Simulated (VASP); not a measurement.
# CoSi (P2_13) in VASP: single point with PBE

Aim: the single point of CoSi with PBE.

Everything below comes from runs of VASP 6.6.1. Logs are shortened: lines on timing, memory, paths and dates and some standing lists are left out, and cuts for length are marked.

### 1 Starting point

It takes space group P2_13 (No. 198, cubic). Conventional cell: a = 4.445 Å, b = 4.445 Å, c = 4.445 Å, α = 90.00°, β = 90.00°, γ = 90.00°. Co (site symmetry 3) is surrounded by 7 Si at 2.29 to 2.47 Å. Si (site symmetry 3) has 7 Co at 2.29 to 2.47 Å as nearest neighbours.

### 2 Single point, PBE, non-collinear spin, ferromagnetic start, spin-orbit coupling

The input, INCAR:

```
PREC = Accurate
ENCUT = 520
EDIFF = 1E-6
ISMEAR = -1
SIGMA = 0.02
LREAL = F
LASPH = T
NELM = 150
ALGO = Fast
ISIF = 2
LWAVE = F
LCHARG = F
MAGMOM = 0 0 2 0 0 2 0 0 2 0 0 2 0 0 0 0 0 0 0 0 0 0 0 0
LORBIT = 11
LSORBIT = T
GGA_COMPAT = F
LORBMOM = T
LMAXMIX = 4
GGA = PE
```

The input, KPOINTS:

```
regular mesh
0
Gamma
  10 10 10
```

The input, POSCAR:

```
CoSi
1.0
    4.4450000000      0.0000000000      0.0000000000
    0.0000000000      4.4450000000      0.0000000000
    0.0000000000      0.0000000000      4.4450000000
Co Si
4 4
Direct
    0.1400000000      0.1400000000      0.1400000000
    0.3600000000      0.8600000000      0.6400000000
    0.6400000000      0.3600000000      0.8600000000
    0.8600000000      0.6400000000      0.3600000000
    0.8430000000      0.8430000000      0.8430000000
    0.6570000000      0.1570000000      0.3430000000
    0.3430000000      0.6570000000      0.1570000000
    0.1570000000      0.3430000000      0.6570000000
```

Potentials or basis: VASP PAW PBE potentials, release 64 (Co, Si).

Run with:

```
> cat potpaw_PBE.64/Co/POTCAR potpaw_PBE.64/Si/POTCAR > POTCAR
> mpirun -np 1 vasp_ncl > vasp.out
```

OUTCAR:

```text
PREC = Accurate
   ENCUT = 520
   EDIFF = 1E-6
   ISMEAR = -1
   LREAL = F
   LASPH = T
   NELM = 150
   ISIF = 2
   LORBIT = 11
   LSORBIT = T
   GGA = PE

 ion  position               nearest neighbor table
   1  0.140  0.140  0.140-   5 2.29   6 2.33   7 2.33   8 2.33   7 2.47   8 2.47   6 2.47   3 2.73
                             4 2.73   2 2.73   2 2.73   4 2.73   3 2.73
   2  0.360  0.860  0.640-   6 2.29   5 2.33   8 2.33   7 2.33   7 2.47   8 2.47   5 2.47   1 2.73
                             1 2.73   3 2.73   3 2.73   4 2.73   4 2.73
   3  0.640  0.360  0.860-   7 2.29   5 2.33   8 2.33   6 2.33   8 2.47   6 2.47   5 2.47   1 2.73
                             4 2.73   2 2.73   2 2.73   4 2.73   1 2.73
   4  0.860  0.640  0.360-   8 2.29   7 2.33   6 2.33   5 2.33   6 2.47   5 2.47   7 2.47   1 2.73
                             3 2.73   2 2.73   1 2.73   2 2.73   3 2.73
   5  0.843  0.843  0.843-   1 2.29   2 2.33   3 2.33   4 2.33   3 2.47   4 2.47   2 2.47   6 2.75
                             7 2.75   8 2.75   6 2.75   8 2.75   7 2.75
   6  0.657  0.157  0.343-   2 2.29   1 2.33   4 2.33   3 2.33   3 2.47   4 2.47   1 2.47   8 2.75
                             5 2.75   5 2.75   7 2.75   7 2.75   8 2.75
   7  0.343  0.657  0.157-   3 2.29   1 2.33   4 2.33   2 2.33   4 2.47   2 2.47   1 2.47   8 2.75
                             5 2.75   8 2.75   6 2.75   6 2.75   5 2.75
   8  0.157  0.343  0.657-   4 2.29   3 2.33   2 2.33   1 2.33   2 2.47   1 2.47   3 2.47   7 2.75
                             5 2.75   7 2.75   5 2.75   6 2.75   6 2.75

  LATTYP: Found a simple cubic cell.
 ALAT       =     4.4450000000

  Lattice vectors:

 A1 = (   4.4450000000,   0.0000000000,   0.0000000000)
 A2 = (   0.0000000000,   4.4450000000,   0.0000000000)
 A3 = (   0.0000000000,   0.0000000000,   4.4450000000)

Analysis of symmetry for initial positions (statically):
=====================================================================
 Subroutine PRICEL returns:
 Original cell was already a primitive cell.

 Routine SETGRP: Setting up the symmetry group for a
 simple cubic supercell.

 Subroutine GETGRP returns: Found 12 space group operations
 (whereof  3 operations were pure point group operations)
 out of a pool of 48 trial point group operations.

The static configuration has the point symmetry C_3 .
 The point group associated with its full space group is T   .

Analysis of symmetry for dynamics (positions and initial velocities):
=====================================================================
 Subroutine PRICEL returns:
 Original cell was already a primitive cell.

 Routine SETGRP: Setting up the symmetry group for a
 simple cubic supercell.

 Subroutine GETGRP returns: Found 12 space group operations
 (whereof  3 operations were pure point group operations)
 out of a pool of 48 trial point group operations.

The dynamic configuration has the point symmetry C_3 .
 The point group associated with its full space group is T   .

Analysis of structural, dynamic, and magnetic symmetry:
=====================================================================
 Subroutine PRICEL returns:
 Original cell was already a primitive cell.

 Routine SETGRP: Setting up the symmetry group for a
 simple cubic supercell.

 Subroutine GETGRP returns: Found  2 space group operations
 (whereof  1 operations were pure point group operations)
 out of a pool of 48 trial point group operations.

The overall configuration has the point symmetry C_1 .
 The point group associated with its full space group is C_2 .

 Subroutine INISYM returns: Found  2 space group operations
 (whereof  1 operations are pure point group operations),
 and found     1 'primitive' translations

----------------------------------------------------------------------------------------

                                     Primitive cell

  volume of cell :      87.8244

  direct lattice vectors                    reciprocal lattice vectors
     4.445000000  0.000000000  0.000000000     0.224971879  0.000000000  0.000000000
     0.000000000  4.445000000  0.000000000     0.000000000  0.224971879  0.000000000
     0.000000000  0.000000000  4.445000000     0.000000000  0.000000000  0.224971879

  length of vectors
     4.445000000  4.445000000  4.445000000     0.224971879  0.224971879  0.224971879
[... 1773 lines left out ...]
  external PRESSURE =     -13.6605228 kB  Pullay stress =       0.0000000 kB

 VOLUME and BASIS-vectors are now :
 -----------------------------------------------------------------------------
  energy-cutoff  :      520.00
  volume of cell :       87.82
      direct lattice vectors                 reciprocal lattice vectors
     4.445000000  0.000000000  0.000000000     0.224971879  0.000000000  0.000000000
     0.000000000  4.445000000  0.000000000     0.000000000  0.224971879  0.000000000
     0.000000000  0.000000000  4.445000000     0.000000000  0.000000000  0.224971879

 POSITION                                       TOTAL-FORCE (eV/Angst)
 -----------------------------------------------------------------------------------
      0.62230      0.62230      0.62230         0.147308      0.147262      0.147274
      1.60020      3.82270      2.84480        -0.147308     -0.147262      0.147274
      2.84480      1.60020      3.82270         0.147259     -0.147300     -0.147288
      3.82270      2.84480      1.60020        -0.147259      0.147300     -0.147288
      3.74714      3.74714      3.74714        -0.023660     -0.023630     -0.023673
      2.92036      0.69786      1.52464         0.023660      0.023630     -0.023673
      1.52464      2.92036      0.69786        -0.023700      0.023730      0.023687
      0.69786      1.52464      2.92036         0.023700     -0.023730      0.023687
 -----------------------------------------------------------------------------------
    total drift:                                0.000000      0.000000      0.000036

  FREE ENERGIE OF THE ION-ELECTRON SYSTEM (eV)
  ---------------------------------------------------
  free  energy   TOTEN  =       -54.7497702722 eV

  energy  without entropy=      -54.7478536850  energy(sigma->0) =      -54.74881198

 orbital moment (x)

 # of ion     p       d       tot
 ----------------------------------------
  1        -0.000   0.000   0.000
  2         0.000  -0.000  -0.000
  3         0.000   0.000   0.000
  4        -0.000  -0.000  -0.000
  5        -0.000   0.000  -0.000
  6         0.000   0.000   0.000
  7         0.000   0.000   0.000
  8        -0.000   0.000  -0.000
 ----------------------------------------
            0.000   0.000   0.000

 orbital moment (y)

 # of ion     p       d       tot
 ----------------------------------------
  1         0.000  -0.000  -0.000
  2        -0.000   0.000   0.000
  3         0.000  -0.000  -0.000
  4        -0.000   0.000   0.000
  5         0.000   0.000   0.000
  6        -0.000   0.000  -0.000
  7         0.000   0.000   0.000
  8        -0.000   0.000  -0.000
 ----------------------------------------
            0.000   0.000   0.000

 orbital moment (z)

 # of ion     p       d       tot
 ----------------------------------------
  1        -0.000  -0.000  -0.000
  2        -0.000  -0.000  -0.000
  3        -0.000  -0.000  -0.000
  4        -0.000  -0.000  -0.000
  5        -0.000   0.000  -0.000
  6        -0.000   0.000  -0.000
  7        -0.000   0.000  -0.000
  8        -0.000   0.000  -0.000
 ----------------------------------------
           -0.000  -0.000  -0.000

 Spin-Orbit-Coupling matrix elements

 Ion:    1  E_soc:     -0.0121756
 l=   1
     0.0000000    -0.0003210    -0.0003210
    -0.0003210     0.0000000    -0.0003210
    -0.0003210    -0.0003210     0.0000000
 l=   2
     0.0000000    -0.0003700     0.0000000    -0.0003700    -0.0013383
    -0.0003700     0.0000000    -0.0010197    -0.0003700    -0.0003186
     0.0000000    -0.0010197     0.0000000    -0.0009878     0.0000000
    -0.0003700    -0.0003700    -0.0009878     0.0000000    -0.0003505
    -0.0013383    -0.0003186     0.0000000    -0.0003505     0.0000000
 l=   3
     0.0000000     0.0000000     0.0000000     0.0000000     0.0000000     0.0000000     0.0000000
     0.0000000     0.0000000     0.0000000     0.0000000     0.0000000     0.0000000     0.0000000
     0.0000000     0.0000000     0.0000000     0.0000000     0.0000000     0.0000000     0.0000000
     0.0000000     0.0000000     0.0000000     0.0000000     0.0000000     0.0000000     0.0000000
[... 129 lines left out ...]
 l=   2
     0.0000000     0.0000000     0.0000000     0.0000000     0.0000000
     0.0000000     0.0000000     0.0000000     0.0000000     0.0000000
     0.0000000     0.0000000     0.0000000     0.0000000     0.0000000
     0.0000000     0.0000000     0.0000000     0.0000000     0.0000000
     0.0000000     0.0000000     0.0000000     0.0000000     0.0000000
 l=   3
     0.0000000     0.0000000     0.0000000     0.0000000     0.0000000     0.0000000     0.0000000
     0.0000000     0.0000000     0.0000000     0.0000000     0.0000000     0.0000000     0.0000000
     0.0000000     0.0000000     0.0000000     0.0000000     0.0000000     0.0000000     0.0000000
     0.0000000     0.0000000     0.0000000     0.0000000     0.0000000     0.0000000     0.0000000
     0.0000000     0.0000000     0.0000000     0.0000000     0.0000000     0.0000000     0.0000000
     0.0000000     0.0000000     0.0000000     0.0000000     0.0000000     0.0000000     0.0000000
     0.0000000     0.0000000     0.0000000     0.0000000     0.0000000     0.0000000     0.0000000

 total charge

# of ion       s       p       d       tot
------------------------------------------
    1        0.432   0.611   7.560   8.602
    2        0.432   0.611   7.560   8.602
    3        0.432   0.611   7.560   8.602
    4        0.432   0.611   7.560   8.602
    5        0.728   0.878   0.000   1.606
    6        0.728   0.878   0.000   1.606
    7        0.728   0.878   0.000   1.606
    8        0.728   0.878   0.000   1.606
--------------------------------------------------
tot          4.638   5.957  30.239  40.834

 magnetization (x)

# of ion       s       p       d       tot
------------------------------------------
    1       -0.000   0.000  -0.000  -0.000
    2        0.000  -0.000   0.000   0.000
    3        0.000   0.000   0.000   0.000
    4       -0.000  -0.000  -0.000  -0.000
    5        0.000  -0.000   0.000  -0.000
    6       -0.000   0.000   0.000   0.000
    7       -0.000   0.000   0.000   0.000
    8        0.000  -0.000   0.000  -0.000
--------------------------------------------------
tot          0.000   0.000   0.000   0.000

 magnetization (y)

# of ion       s       p       d       tot
------------------------------------------
    1        0.000  -0.000   0.000   0.000
    2       -0.000   0.000  -0.000  -0.000
    3        0.000  -0.000   0.000   0.000
    4       -0.000   0.000  -0.000  -0.000
    5       -0.000   0.000   0.000   0.000
    6        0.000  -0.000   0.000  -0.000
    7       -0.000   0.000   0.000  -0.000
    8        0.000  -0.000   0.000   0.000
--------------------------------------------------
tot          0.000   0.000   0.000   0.000

 magnetization (z)

# of ion       s       p       d       tot
------------------------------------------
    1        0.000   0.000  -0.000  -0.000
    2        0.000   0.000  -0.000  -0.000
    3        0.000   0.000  -0.000  -0.000
    4        0.000   0.000  -0.000  -0.000
    5        0.000   0.000   0.000   0.000
    6        0.000   0.000   0.000   0.000
    7        0.000   0.000   0.000   0.000
    8        0.000   0.000   0.000   0.000
--------------------------------------------------
tot          0.000   0.000  -0.000  -0.000
```

Run time: 1.8 h. Hardware: 1 thread of AMD EPYC 9R14 (Zen 4), shared host; peak memory 3.3 GiB.

Results:

```yaml
Free_energy: -54.7498 eV
Pressure: -1.4 GPa
Largest_force: 0.255 eV/Å
Net_moment: 0.00 μB per cell
Valence_electrons_inside_the_program's_atomic_spheres: Co 8.60; Si 1.61
```

Forces on the atoms (eV/Å):
```
Co   0.147  0.147  0.147
Co  -0.147 -0.147  0.147
Co   0.147 -0.147 -0.147
Co  -0.147  0.147 -0.147
Si  -0.024 -0.024 -0.024
Si   0.024  0.024 -0.024
Si  -0.024  0.024  0.024
Si   0.024 -0.024  0.024
```

Moments on the atoms (μB; x, y, z):
```
Co  0.00 0.00 0.00
Co  0.00 0.00 0.00
Co  0.00 0.00 0.00
Co  0.00 0.00 0.00
Si  0.00 0.00 0.00
Si  0.00 0.00 0.00
Si  0.00 0.00 0.00
Si  0.00 0.00 0.00
```

Caveat: the starting moments collapsed, and a magnetic state may lie lower.
